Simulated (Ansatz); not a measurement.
HgTe (Coloradoite):

```xyz
2
Lattice="0.0000 3.2145 3.2145 3.2145 0.0000 3.2145 3.2145 3.2145 0.0000" Properties=species:S:1:pos:R:3 pbc="T T T"
Hg    0.0000    0.0000    0.0000
Te    4.8217    4.8217    4.8217
```

Base run:

- Program: Ansatz 0.2.0
- Functional: PBE
- Potentials or basis: Ansatz PAW
- Cutoff: 420 eV (not typed: the program's choice for these potentials)
- k mesh: 7 × 7 × 7
- Occupations: fermi-dirac, width 0.05 eV
- Spin: spin-orbit coupling, no magnetisation

Its results: band gap on the k mesh none (metal or under the smearing width); pressure 4.1 GPa.

Question: The run is repeated on the same cell with these changes: functional from PBE to r2SCAN0; cutoff from 420 eV (not typed: the program's choice for these potentials) to 500 eV (not typed: the program's choice for these potentials); k mesh from 7 × 7 × 7 to 4 × 4 × 4. What comes out?

Answer: Band gap on the k mesh 0.58 eV, direct; pressure 1.8 GPa.

Several settings changed at once, so the effect can't be laid on one alone.

Caveats: some runs use coarse meshes; the PAW data sets come from PBE, with cores solved anew for the run's functional, which leaves a small shift of forces and pressure (some runs); the thresholds are loose for stress (some runs).

